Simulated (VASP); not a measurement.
Here is a VASP 6.6.1 calculation.

The input POSCAR:

```
ZrSe2                                   
1.0
    3.7654871715     -0.0000000000      0.0000000000
   -1.8827435857      3.2610075518      0.0000000000
    0.0000000000      0.0000000000     19.1600000000
  Se              Zr            
     2     1
Direct
     0.3333330000000032    0.6666669999999968    0.4170524752932581
     0.6666669999999968    0.3333330000000032    0.5829475247067419
     0.0000000000000000    0.0000000000000000    0.5000000000000000
```

The input INCAR.step1:

```
ALGO = Normal
DIPOL = 0.5 0.5 0.500
EDIFF = 1E-5
ENCUT = 520
GGA = PE
IDIPOL = 3
ISIF = 2
ISMEAR = 0
KPAR = 4
LASPH = T
LDIPOL = T
LREAL = F
LWAVE = T
NELM = 80
PREC = Accurate
SIGMA = 0.03
```

INCAR.step2

```
ALGO = Normal
DIPOL = 0.5 0.5 0.500
EDIFF = 1E-7
ENCUT = 520
GGA = PE
HFSCREEN = 0.2
IDIPOL = 3
ISIF = 2
ISMEAR = 0
ISTART = 1
KPAR = 4
LASPH = T
LCHARG = T
LDIPOL = T
LHFCALC = T
LREAL = F
LVACPOTAV = T
LVHAR = T
LWAVE = F
NELM = 80
PREC = Accurate
PRECFOCK = Fast
SIGMA = 0.03
```

File KPOINTS:

```
k-points
0
Gamma
  6 6 1
```

Potentials or basis: VASP PAW PBE potentials, release 64 (Se, Zr_sv).

Launch:

```sh
$ cat potpaw_PBE.64/Se/POTCAR potpaw_PBE.64/Zr_sv/POTCAR > POTCAR
$ cp INCAR.step1 INCAR
$ mpirun -np 4 vasp_std > vasp.out
$ cp INCAR.step2 INCAR
$ mpirun -np 4 vasp_std > vasp.out
```

(1) What does it give for the ionisation potential of the upper face?

(2) What does it give for the largest force?

Answers

(1) 6.10 eV.

(2) 0.192 eV/Å.

Caveat: the PAW data sets were made with another functional, which shifts forces and pressure a little.
